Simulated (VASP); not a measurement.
# ScAl7N8 (P3m1) in VASP: notebook

One crystal, ScAl7N8, is run at these levels: PBEsol; tasks: relaxation of cell and atoms.

All numbers are computed with VASP 6.6.1; they aren't measurements. Logs are shortened: lines on timing, memory, paths and dates and some standing lists are left out, and cuts for length are marked.

### Step 1. The structure

Symmetry: P3m1, No. 156, trigonal system. The conventional cell has a = 6.350 Å, b = 6.350 Å, c = 5.080 Å, α = 90.00°, β = 90.00°, γ = 120.00°. Around Sc (site symmetry 3m) lie 4 N at 1.93 Å. Al (site symmetry m) has 4 N at 1.93 Å as nearest neighbours. Al (site symmetry m) is surrounded by 4 N at 1.93 Å. Around Al (site symmetry 3m) lie 4 N at 1.93 Å. Around N (site symmetry 3m) lie 1 Sc at 1.93 Å and 3 Al at 1.93 Å. N (site symmetry m) is surrounded by 4 Al at 1.93 Å. Around N (site symmetry m) lie 3 Al at 1.93 Å and 1 Sc at 1.93 Å. Around N (site symmetry 3m) lie 4 Al at 1.93 Å.

The cell was built by a generator and needn't be a form met in nature.

### Step 2. Relaxation of cell and atoms, PBEsol

INCAR reads:

```
PREC = Accurate ; ENCUT = 600
EDIFF = 1E-6 ; ISMEAR = 0
SIGMA = 0.03 ; LREAL = False
LASPH = True ; NELM = 80
ALGO = Normal ; ISIF = 3
LWAVE = False ; LCHARG = False
GGA = PS ; IBRION = 2
NSW = 90 ; EDIFFG = -0.01
KPAR = 8
```

KPOINTS reads:

```
regular mesh
0
Gamma
  6 6 5
```

POSCAR reads:

```
ScAl7N8
1.0
    0.0000000000      0.0000000000     -5.0799619200
    3.1748487200      5.4989992800      0.0000000000
    3.1748487200     -5.4989992800      0.0000000000
Sc Al N
1 7 8
Direct
    0.0000000000      0.1666666700      0.3333333300
    0.0000000000      0.1666666700      0.8333333300
    0.0000000000      0.6666666700      0.3333333300
    0.0000000000      0.6666666700      0.8333333300
    0.5000000000      0.3333333300      0.6666666700
    0.5000000000      0.3333333300      0.1666666700
    0.5000000000      0.8333333300      0.6666666700
    0.5000000000      0.8333333300      0.1666666700
    0.6200000000      0.1666666700      0.3333333300
    0.6200000000      0.1666666700      0.8333333300
    0.6200000000      0.6666666700      0.3333333300
    0.6200000000      0.6666666700      0.8333333300
    0.1200000000      0.3333333300      0.6666666700
    0.1200000000      0.3333333300      0.1666666700
    0.1200000000      0.8333333300      0.6666666700
    0.1200000000      0.8333333300      0.1666666700
```

Potentials or basis: VASP PAW PBE potentials, release 64 (Sc_sv, Al, N).

The run is started by

```
$ cat potpaw_PBE.64/Sc_sv/POTCAR potpaw_PBE.64/Al/POTCAR potpaw_PBE.64/N/POTCAR > POTCAR
$ mpirun -np 8 vasp_std > vasp.out
```

OUTCAR:

```text
PREC = Accurate
   ENCUT = 600
   EDIFF = 1E-6
   ISMEAR = 0
   LREAL = False
   LASPH = True
   NELM = 80
   ISIF = 3
   GGA = PS
   IBRION = 2
   NSW = 90
   EDIFFG = -0.01

 ion  position               nearest neighbor table
   1  0.000  0.167  0.333-   9 1.93  14 1.93  13 1.93  16 1.93   6 3.13   6 3.13   8 3.13   5 3.13
                             5 3.13   8 3.13   3 3.17   3 3.17   2 3.17   2 3.17   4 3.17   4 3.17
   2  0.000  0.167  0.833-  10 1.93  13 1.93  14 1.93  15 1.93   5 3.13   5 3.13   7 3.13   6 3.13
                             6 3.13   7 3.13   4 3.17   4 3.17   1 3.17   1 3.17   3 3.17   3 3.17
   3  0.000  0.667  0.333-  11 1.93  16 1.93  15 1.93  14 1.93   8 3.13   8 3.13   6 3.13   6 3.13
                             7 3.13   7 3.13   1 3.17   4 3.17   1 3.17   4 3.17   2 3.17   2 3.17
   4  0.000  0.667  0.833-  12 1.93  15 1.93  13 1.93  16 1.93   7 3.13   7 3.13   8 3.13   5 3.13
                             5 3.13   8 3.13   2 3.17   3 3.17   2 3.17   3 3.17   1 3.17   1 3.17
   5  0.500  0.333  0.667-  13 1.93  10 1.93  12 1.93   9 1.93   2 3.13   2 3.13   4 3.13   1 3.13
                             1 3.13   4 3.13   7 3.17   6 3.17   7 3.17   6 3.17   8 3.17   8 3.17
   6  0.500  0.333  0.167-  14 1.93   9 1.93  11 1.93  10 1.93   1 3.13   1 3.13   3 3.13   2 3.13
                             2 3.13   3 3.13   8 3.17   5 3.17   8 3.17   5 3.17   7 3.17   7 3.17
   7  0.500  0.833  0.667-  15 1.93  12 1.93  10 1.93  11 1.93   4 3.13   4 3.13   2 3.13   2 3.13
                             3 3.13   3 3.13   5 3.17   5 3.17   8 3.17   8 3.17   6 3.17   6 3.17
   8  0.500  0.833  0.167-  16 1.93  11 1.93  12 1.93   9 1.93   3 3.13   3 3.13   4 3.13   1 3.13
                             1 3.13   4 3.13   6 3.17   6 3.17   7 3.17   7 3.17   5 3.17   5 3.17
   9  0.620  0.167  0.333-   1 1.93   6 1.93   5 1.93   8 1.93
  10  0.620  0.167  0.833-   2 1.93   5 1.93   6 1.93   7 1.93
  11  0.620  0.667  0.333-   3 1.93   8 1.93   7 1.93   6 1.93
  12  0.620  0.667  0.833-   4 1.93   7 1.93   5 1.93   8 1.93
  13  0.120  0.333  0.667-   5 1.93   2 1.93   4 1.93   1 1.93
  14  0.120  0.333  0.167-   6 1.93   1 1.93   3 1.93   2 1.93
  15  0.120  0.833  0.667-   7 1.93   4 1.93   2 1.93   3 1.93
  16  0.120  0.833  0.167-   8 1.93   3 1.93   4 1.93   1 1.93

  LATTYP: Found a hexagonal cell.
 ALAT       =     6.3496974319
 C/A-ratio  =     0.8000321235

  Lattice vectors:

 A1 = (   3.1748487200,   5.4989992800,   0.0000000000)
 A2 = (   3.1748487200,  -5.4989992800,   0.0000000000)
 A3 = (   0.0000000000,   0.0000000000,  -5.0799619200)

Analysis of symmetry for initial positions (statically):
=====================================================================
 Subroutine PRICEL returns:
 Original cell was already a primitive cell.

 Routine SETGRP: Setting up the symmetry group for a
 hexagonal supercell.

 Subroutine GETGRP returns: Found  6 space group operations
 (whereof  2 operations were pure point group operations)
 out of a pool of 24 trial point group operations.

The static configuration has the point symmetry C_1h.
 The point group associated with its full space group is C_3v.

Analysis of symmetry for dynamics (positions and initial velocities):
=====================================================================
 Subroutine PRICEL returns:
 Original cell was already a primitive cell.

 Routine SETGRP: Setting up the symmetry group for a
 hexagonal supercell.

 Subroutine GETGRP returns: Found  6 space group operations
 (whereof  2 operations were pure point group operations)
 out of a pool of 24 trial point group operations.

The dynamic configuration has the point symmetry C_1h.
 The point group associated with its full space group is C_3v.

 Subroutine INISYM returns: Found  6 space group operations
 (whereof  2 operations are pure point group operations),
 and found     1 'primitive' translations

----------------------------------------------------------------------------------------

                                     Primitive cell

  volume of cell :     177.3769

  direct lattice vectors                    reciprocal lattice vectors
     0.000000000  0.000000000 -5.079961920     0.000000000  0.000000000 -0.196851869
     3.174848720  5.498999280  0.000000000     0.157487819  0.090925635  0.000000000
     3.174848720 -5.498999280  0.000000000     0.157487819 -0.090925635  0.000000000

  length of vectors
     5.079961920  6.349697432  6.349697432     0.196851869  0.181851269  0.181851269

  position of ions in fractional coordinates (direct lattice)
     0.000000000  0.166666670  0.333333330
[... 83 lines left out ...]
 Following reciprocal coordinates:
            Coordinates               Weight
  0.000000  0.000000  0.000000      1.000000
  0.166667  0.000000  0.000000      2.000000
  0.333333  0.000000  0.000000      2.000000
  0.500000  0.000000  0.000000      1.000000
  0.000000  0.166667  0.000000      2.000000
  0.166667  0.166667  0.000000      2.000000
[... 16 lines left out ...]
  0.333333  0.000000  0.200000      2.000000
  0.500000  0.000000  0.200000      2.000000
 [... further k-points ...]
   k-points           NKPTS =     92   k-points in BZ     NKDIM =     92   number of bands    NBANDS=     45
   number of dos      NEDOS =    301   number of ions     NIONS =     16
   total plane-waves  NPLWV = 122472
   dimension x,y,z NGX =    42 NGY =   54 NGZ =   54
   dimension x,y,z NGXF=    84 NGYF=  108 NGZF=  108
   ions per type =               1   7   8
   NGX,Y,Z   is equivalent  to a cutoff of  13.74, 14.14, 14.14 a.u.
   NGXF,Y,Z  is equivalent  to a cutoff of  27.49, 28.28, 28.28 a.u.
 SYSTEM =  unknown system
   PREC   = accura    normal or accurate (medium, high low for compatibility)
   ISTART =      0    job   : 0-new  1-cont  2-samecut
   ICHARG =      2    charge: 1-file 2-atom 10-const
   ISPIN  =      1    spin polarized calculation?
   LNONCOLLINEAR =      F non collinear calculations
   LSORBIT =      F    spin-orbit coupling
   LASPH  =      T    aspherical Exc in radial PAW
   ENCUT  =  600.0 eV  44.10 Ry    6.64 a.u.  10.15 12.68 12.68*2*pi/ulx,y,z
   NELM   =     80;   NELMIN=  2; NELMDL= -5     # of ELM steps
   EDIFF  = 0.1E-05   stopping-criterion for ELM
   LREAL  =      F    real-space projection
   EDIFFG = -.1E-01   stopping-criterion for IOM
   NSW    =     90    number of steps for IOM
   IBRION =      2    ionic relax: 0-MD 1-quasi-New 2-CG
   NFREE  =      1    steps in history (QN), initial steepest desc. (CG)
   ISIF   =      3    stress and relaxation
   ISYM   =      2    0-nonsym 1-usesym 2-fastsym
   POTIM  = 0.5000    time-step for ionic-motion
   TEBEG  =    0.0;   TEEND  =   0.0 temperature during run
   PSTRESS=    0.0 pullay stress
   NELECT =      72.0000    total number of electrons
   NUPDOWN=      -1.0000    fix difference up-down
   EMIN   =  10.00;   EMAX   =-10.00  energy-range for DOS
   EFERMI =   0.00;   METHOD = LEGACY
   ISMEAR =     0;   SIGMA  =   0.03  broadening in eV -4-tet -1-fermi 0-gaus
   EFERMI_NEDOS =   21; number of points for ismear=-14 and -15
   IALGO  =     38    algorithm
   IMIX   =      4    mixing-type and parameters
     AMIX     =   0.40;   BMIX     =  1.00
     AMIX_MAG =   1.60;   BMIX_MAG =  1.00
  volume/ion in A,a.u.               =      11.09        74.81
  Fermi-wavevector in a.u.,A,eV,Ry     =   1.212141  2.290615 19.990860  1.469287
  Thomas-Fermi vector in A             =   2.347635
   LORBIT       =      0    0 simple, 1 ext, 2 COOP (PROOUT), +10 PAW based schemes
   GGA     = PS    functional components
   LHFCALC =     F    Hartree Fock is set to
   AEXX    =    0.0000 exact exchange contribution
   IVDW    =     0    specifies the selected vdW correction
   LEPSILON=     F    determine dielectric tensor
   LRPA    =     F    only Hartree local field effects (RPA)
 conjugate gradient relaxation of ions
 non-spin polarized calculation
 Gauss-broadening in eV      SIGMA  =   0.03
  energy-cutoff  :      600.00
  volume of cell :      177.38
 maximum number of plane-waves:      5942
 NGX is ok and might be reduce to    42
   NGX = 21   NGY = 25   NGZ = 25

--------------------------------------- Ionic step        1  -------------------------------------------

 number of electron      71.9999995 magnetization

 Free energy of the ion-electron system (eV)
  ---------------------------------------------------
  ext. energy  EPLUGINS =         0.00000000
  ---------------------------------------------------
  free energy    TOTEN  =      -126.87162217 eV

  energy without entropy =     -126.87162217  energy(sigma->0) =     -126.87162217

------------------------ aborting loop because EDIFF is reached ----------------------------------------

  FORCE on cell =-STRESS in cart. coord.  units (eV):
  Direction    XX          YY          ZZ          XY          YZ          ZX
  --------------------------------------------------------------------------------------
  -------------------------------------------------------------------------------------
  Total       -1.7410044     -1.7410044     -1.7311182      0.0000000      0.0000000     -0.0000000
  in kB      -15.7258203    -15.7258203    -15.6365222      0.0000000      0.0000000     -0.0000000
  external PRESSURE =     -15.6960543 kB  Pullay stress =       0.0000000 kB
[... 131 lines left out ...]
  FREE ENERGIE OF THE ION-ELECTRON SYSTEM (eV)
  ---------------------------------------------------
  free  energy   TOTEN  =      -127.6630123270 eV

  energy  without entropy=     -127.6630123270  energy(sigma->0) =     -127.66301233

[... ionic steps 4 to 10 ...]

--------------------------------------- Ionic step       11  -------------------------------------------

 number of electron      72.0000001 magnetization

------------------------ aborting loop because EDIFF is reached ----------------------------------------
[... 95 lines left out ...]
--------------------------------------- Ionic step       13  -------------------------------------------

 number of electron      72.0000001 magnetization

 Free energy of the ion-electron system (eV)
  ---------------------------------------------------
  ext. energy  EPLUGINS =         0.00000000
  ---------------------------------------------------
  free energy    TOTEN  =      -127.71936920 eV

  energy without entropy =     -127.71936920  energy(sigma->0) =     -127.71936920

 E-fermi :   5.6071     XC(G=0): -11.0694

 val. band max:        5.4793183463   @ k =   0.0000   0.0000   0.0000
 cond. band min:       9.4254731185   @ k =   0.0000   0.0000   0.0000
 fundamental gap:      3.9461547722
 Fermi energy:         5.6070672479

 k-point     1 :       0.0000    0.0000    0.0000
  band No.  band energies     occupation
      1     -40.9662      2.00000
      2     -19.8947      2.00000
      3     -19.8947      2.00000
      4     -19.8534      2.00000
      5      -9.2623      2.00000
      6      -7.4621      2.00000
[... 1141 lines left out ...]
     44      11.3076      0.00000
     45      11.8446      0.00000

 [... further k-points ...]
[... 5 lines left out ...]
  --------------------------------------------------------------------------------------
  -------------------------------------------------------------------------------------
  Total        0.0004280      0.0004280     -0.0383319     -0.0000000      0.0000000      0.0000000
  in kB        0.0039390      0.0039390     -0.3528074     -0.0000000      0.0000000      0.0000000
  external PRESSURE =      -0.1149765 kB  Pullay stress =       0.0000000 kB
[... 31 lines left out ...]
  FREE ENERGIE OF THE ION-ELECTRON SYSTEM (eV)
  ---------------------------------------------------
  free  energy   TOTEN  =      -127.7193692018 eV

  energy  without entropy=     -127.7193692018  energy(sigma->0) =     -127.71936920

 reached required accuracy - stopping structural energy minimisation
```

It took 13 min on 8 MPI ranks of Intel Xeon 6975P-C (Granite Rapids), shared host; peak memory 0.92 GiB.

What came out:

```yaml
Free_energy: -127.7194 eV
Relaxed_volume: 10.88 Å³/atom
Relaxed_cell: a = 5.008 Å, b = 6.336 Å, c = 6.336 Å, α = 120.00°, β = 90.00°, γ = 90.00°
Space_group_after_relaxing_to_0.05_Å: P3m1 (No. 156)
Energy_gained_by_relaxing: 53.0 meV/atom
Ionic_steps: 13
Pressure_after_relaxing: 0.0 GPa
Largest_force_after_relaxing: 0.006 eV/Å
Band_gap_on_the_k_mesh: 3.95 eV, direct
```

Forces on the atoms (eV/Å):
```
Sc   0.000  0.000 -0.004
Al  -0.001  0.000  0.002
Al   0.001  0.000  0.002
Al   0.000  0.001  0.002
Al  -0.001  0.000  0.003
Al   0.000 -0.001  0.003
Al   0.000  0.000  0.001
Al   0.001  0.000  0.003
N    0.000  0.000 -0.006
N    0.001  0.001 -0.001
N   -0.001  0.001 -0.001
N    0.000 -0.001 -0.001
N    0.000  0.000 -0.001
N    0.000  0.000 -0.001
N    0.000  0.000 -0.001
N    0.000  0.000 -0.001
```

The path:
```csv
step,energy change (eV),largest force (eV/Å),pressure (GPa),volume (Å³)
1,0.0000,3.4018,-1.57,177.38
2,-0.7440,1.0167,-0.42,174.60
3,-0.7914,0.6531,-0.98,175.18
4,-0.8380,0.1912,0.86,173.43
5,-0.8391,0.1772,0.60,173.66
6,-0.8453,0.0587,-0.31,174.41
7,-0.8453,0.0609,-0.36,174.45
8,-0.8474,0.0447,-0.01,174.09
9,-0.8474,0.0477,0.06,174.02
10,-0.8477,0.0151,0.01,174.06
11,-0.8477,0.0146,0.01,174.06
12,-0.8477,0.0146,0.01,174.05
13,-0.8477,0.0055,-0.01,174.07
```

Final structure:
```
CELL_PARAMETERS angstrom
0.00000 0.00000 -5.00768
3.16776 5.48673 0.00000
3.16776 -5.48673 0.00000
ATOMIC_POSITIONS crystal
Sc 0.00970 0.16667 0.33333
Al 0.00244 0.16771 0.83386
Al 0.00244 0.66614 0.33229
Al 0.00244 0.66614 0.83386
Al 0.50024 0.33650 0.67301
Al 0.50024 0.33650 0.16350
Al 0.50316 0.83333 0.66667
Al 0.50024 0.82699 0.16350
N 0.58603 0.16667 0.33333
N 0.62093 0.16522 0.83261
N 0.62093 0.66739 0.33478
N 0.62093 0.66739 0.83261
N 0.12369 0.34399 0.68799
N 0.12369 0.34399 0.15601
N 0.11922 0.83333 0.66667
N 0.12369 0.81201 0.15601
```

Caveat: the PAW data sets were made with another functional, which shifts forces and pressure a little; an odd mesh through Γ misses points on the zone boundary, where band edges often lie.

(Continued in part 2 of 2.)
